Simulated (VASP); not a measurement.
# SnSe (Fm-3m) in VASP: further runs, part 2 of 2

VASP 6.6.1. The steps go on from the part before.

## 3. Phonons, PBE+D3(BJ)

Contents of INCAR:

```
SYSTEM = SnSe
PREC = Accurate
ENCUT = 520
EDIFF = 1E-8
ISMEAR = 0
SIGMA = 0.01
LREAL = .False.
LASPH = .True.
NELM = 60
ALGO = Fast
ISIF = 2
LWAVE = .False.
LCHARG = .True.
GGA = PE
IVDW = 12
NBANDS = 17
IBRION = 6
NFREE = 2
POTIM = 0.015
NSW = 1
```

Contents of KPOINTS:

```
regular mesh
0
Gamma
  10 10 10
  0 0 0
```

Contents of POSCAR:

```
SnSe
1.0
    0.0000000000      2.9882565766      2.9882565766
    2.9882565766      0.0000000000      2.9882565766
    2.9882565766      2.9882565766      0.0000000000
Sn Se
1 1
Direct
    0.0000000000      0.0000000000      0.0000000000
    0.5000000000      0.5000000000      0.5000000000
```

Potentials or basis: VASP PAW PBE potentials, release 64 (Sn_d, Se).

The run is started by

```console
$ cat potpaw_PBE.64/Sn_d/POTCAR potpaw_PBE.64/Se/POTCAR > POTCAR
$ mpirun -np 1 vasp_std > vasp.out
```

OUTCAR:

```text
SYSTEM = SnSe
   PREC = Accurate
   ENCUT = 520
   EDIFF = 1E-8
   ISMEAR = 0
   LREAL = .False.
   LASPH = .True.
   NELM = 60
   ISIF = 2
   GGA = PE
   IVDW = 12
   IBRION = 6
   NFREE = 2
   POTIM = 0.015
   NSW = 1
 IVDW          = 12

 ion  position               nearest neighbor table
   1  0.000  0.000  0.000-   2 2.99   2 2.99   2 2.99   2 2.99   2 2.99   2 2.99
[... 890 lines left out ...]
  x     0.00000     0.00000     0.00000     0.00000     0.00000     0.00000
  y     0.00000     0.00000     0.00000     0.00000     0.00000     0.00000
  z     0.00000     0.00000     0.00000     0.00000     0.00000     0.00000

 INTERNAL STRAIN TENSOR FOR ION    2 for displacements in x,y,z  (eV/Angst):
          X           Y           Z          XY          YZ          ZX
  --------------------------------------------------------------------------------
  x     0.00000     0.00000     0.00000     0.00000     0.00000     0.00000
  y     0.00000     0.00000     0.00000     0.00000     0.00000     0.00000
  z     0.00000     0.00000     0.00000     0.00000     0.00000     0.00000

 Eigenvectors and eigenvalues of the dynamical matrix
 ----------------------------------------------------

   1 f  =    1.275938 THz     8.016956 2PiTHz   42.560715 cm-1     5.276854 meV
             X         Y         Z           dx          dy          dz
      0.000000  0.000000  0.000000     0.244702   -0.600895   -0.000000
      2.988257  2.988257  2.988257    -0.286997    0.704755    0.000000
[... 21 lines left out ...]
   6 f/i=    0.027893 THz     0.175255 2PiTHz    0.930402 cm-1     0.115355 meV
             X         Y         Z           dx          dy          dz
      0.000000  0.000000  0.000000    -0.011247   -0.760868    0.000000
      2.988257  2.988257  2.988257    -0.009589   -0.648738    0.000000

 ELASTIC MODULI CONTR FROM IONIC RELAXATION (kBar)
 Direction    XX          YY          ZZ          XY          YZ          ZX
 --------------------------------------------------------------------------------
 XX           0.0000      0.0000      0.0000      0.0000      0.0000      0.0000
 YY           0.0000      0.0000      0.0000      0.0000      0.0000      0.0000
 ZZ           0.0000      0.0000      0.0000      0.0000      0.0000      0.0000
 XY           0.0000      0.0000      0.0000      0.0000      0.0000      0.0000
 YZ           0.0000      0.0000      0.0000      0.0000      0.0000      0.0000
 ZX           0.0000      0.0000      0.0000      0.0000      0.0000      0.0000
 --------------------------------------------------------------------------------
```

OSZICAR:

```text
N       E                     dE             d eps       ncg     rms          rms(c)
DAV:   1     0.135701098086E+03    0.13570E+03   -0.98179E+03  1638   0.148E+03
DAV:   2     0.469804108260E+01   -0.13100E+03   -0.12684E+03  1759   0.357E+02
DAV:   3    -0.803983860676E+01   -0.12738E+02   -0.12631E+02  1988   0.946E+01
[... 64 lines left out ...]
RMM:   6    -0.820097795985E+01   -0.17814E-05   -0.18313E-05  4022   0.293E-02    0.371E-03
RMM:   7    -0.820097834436E+01   -0.38451E-06   -0.47546E-06  3527   0.131E-02    0.966E-04
RMM:   8    -0.820097843990E+01   -0.95537E-07   -0.10255E-06  3549   0.614E-03    0.600E-04
RMM:   9    -0.820097846424E+01   -0.24345E-07   -0.32763E-07  3362   0.289E-03    0.148E-04
RMM:  10    -0.820097846920E+01   -0.49577E-08   -0.39010E-08  2860   0.115E-03
   5 F= -.89235671E+01 E0= -.89235671E+01  d E =-.724372E-16
```

stdout:

```text
POSCAR found type information on POSCAR SnSe
 POSCAR found :  2 types and       2 ions
 scaLAPACK will be used
 LDA part: xc-table for (Slater+PW92), standard interpolation
 POSCAR, INCAR and KPOINTS ok, starting setup
 FFT: planning ... GRIDC
 FFT: planning ... GRID_SOFT
 FFT: planning ... GRID
 WAVECAR not read
 entering main loop
 Found     2 degrees of freedom:
 Finite differences POTIM= 0.01500 DOF=   2
 bond charge predicted
 num prob  num prob  num prob  num prob  num prob  num prob  num prob RMM:  13    -0.820097352954E+01   -0.25888E-07   -0.16485E-08  2487   0.129E-03    0.391E-04
 num prob  num prob  num prob  num prob RMM:  14    -0.820097352676E+01    0.27808E-08   -0.76262E-09  2383   0.877E-04
 Finite differences progress:
 bond charge predicted
 Finite differences progress:
 bond charge predicted
 num prob RMM:  10    -0.820097846544E+01    0.17863E-07   -0.27523E-08  2739   0.143E-03    0.586E-05
 Finite differences progress:
 bond charge predicted
 Finite differences progress:
```

It took 3 min on 1 thread of AMD EPYC 9R45 (Zen 5), shared host; peak memory 0.27 GiB.

Results:

| Quantity | Value |
| --- | --- |
| Highest phonon frequency at Γ, LO-TO splitting left out | 43 cm⁻¹ |
| Dispersion energy per atom | -0.361 eV |

Phonon frequencies in cm⁻¹ (negative: imaginary):
| q point | frequencies |
| --- | --- |
| (0.000, 0.000, 0.000) | -1 -1 -1 43 43 43 |
